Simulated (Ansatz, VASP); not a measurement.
# Tl in VASP and in Ansatz

```
Tl
1.0
     3.57745    0.00000    0.00000
    -1.78873    3.09816    0.00000
     0.00000    0.00000   11.48655
Tl
4
Direct
  0.66667 0.33333 0.75000
  0.00000 0.00000 0.50000
  0.33333 0.66667 0.25000
  0.00000 0.00000 0.00000
```

Change from the starting cell: volume scaled by 1.06.

Alike in both runs: task single point; functional PBE; k mesh 9 × 9 × 3; occupations fermi-dirac, width 0.05 eV; no spin polarisation.

|  | VASP | Ansatz |
| --- | --- | --- |
| version | VASP 6.6.1 | Ansatz 0.2.0 |
| potentials or method | VASP PAW PBE potentials, release 64 (Tl_d) | Ansatz PAW |
| plane-wave cutoff (eV) | 520 | 420 |
| valence electrons in the cell | 52 | 52 |

VASP gave:

```
gap on the k mesh at the Fermi level (eV)       : none
pressure (GPa)                                  : -0.5
largest component of the traceless stress (GPa) : 0.16
```

Question: What did Ansatz give for the same quantities?

Answer: gap on the k mesh at the Fermi level (eV): none; pressure (GPa): -0.5; largest component of the traceless stress (GPa): 0.15.

A gap of «none» marks a metal or a gap that the smearing closes. The functional is the same, so the differences come from potentials, cutoffs and numerics.

The runs have no spin-orbit coupling, so splittings on Tl are missing.
